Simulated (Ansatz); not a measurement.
Rows from a G0W0 calculation on PbO (honeycomb monolayer) (Ansatz 0.2.0; G0W0 on PBE, plane waves, PAW; 6×6×1 mesh, 691 empty bands, screening to 105 eV), in eV. Spin-orbit coupling is left out.

```
row                      k  band   start       Σx  Σc at the solution      Vxc
  A                      Γ    v1  -6.255  -22.946               4.052  -18.182
  B  (0.167, 0.167, 0.000)    v1  -5.787  -22.899               3.497  -18.695
  C                      Γ    c2  -1.358   -0.969              -0.841   -1.929
  D  (0.167, 0.167, 0.000)    c1  -2.297   -7.835              -2.724  -11.314
  E  (0.167, 0.167, 0.000)    c2  -1.349   -8.677              -3.260  -12.732
  F                      Γ    c1  -4.021   -6.195              -2.408   -9.175
```

**Question.** Give the quasiparticle energies and the shift of each level.

The quasiparticle equation reads E = start + Σx + Σc(E) − Vxc.

```
row  E (eV)  shift (eV)
  A  -6.967      −0.712
  B  -6.494      −0.707
  C  -1.239      +0.119
  D  -1.542      +0.755
  E  -0.553      +0.796
  F  -3.449      +0.572
```

The gap over the computed points goes from 1.77 eV to 3.05 eV.

Limits: not at the basis limit; coarse mesh for a sheet; no spin-orbit coupling.

[Paths, hosts, dates, memory and timing lines, banners, echoed tables and standing remarks are left out of the program output.]

[Logs are printed without paths, hosts, clocks, repeated set-up lines and the standing remarks that a program may print on its own settings, such as how far it seeks lower states.]

[Runs of the session that timed out or met a known fault of the program may be left out.]

[Cells called generated may have been cut or substituted from an entry of the Crystallography Open Database or the Materials Project.]

[Hosts, paths, dates, database ids (printed as entryN), source tags and the programs' standing remarks are cut or masked in the printed files.]
